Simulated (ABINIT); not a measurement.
The system is Al.

```
CELL_PARAMETERS angstrom
0.00000 2.02481 2.02481
2.02481 0.00000 2.02481
2.02481 2.02481 0.00000
ATOMIC_POSITIONS crystal
Al 0.00000 0.00000 0.00000
```

Base run:

```yaml
Program: ABINIT 10.8.3 (patched build)
Functional: PBE
Potentials_or_basis: JTH PAW PBE v2.0
Cutoff: 544 eV
k_mesh: 11 × 11 × 11
Occupations: fermi-dirac, width 0.05 eV
Spin: no spin polarisation
```

Its results: band gap on the k mesh none (metal or under the smearing width); pressure -0.6 GPa.

Q: The run is repeated on the same cell with these changes: functional from PBE to revPBE. What comes out?

A: Band gap on the k mesh none (metal or under the smearing width); pressure 0.3 GPa.

revPBE binds less tightly than PBE, so the same cell stands under more pressure.

Caveats: the PAW data sets were made with another functional, which shifts forces and pressure a little (some runs).
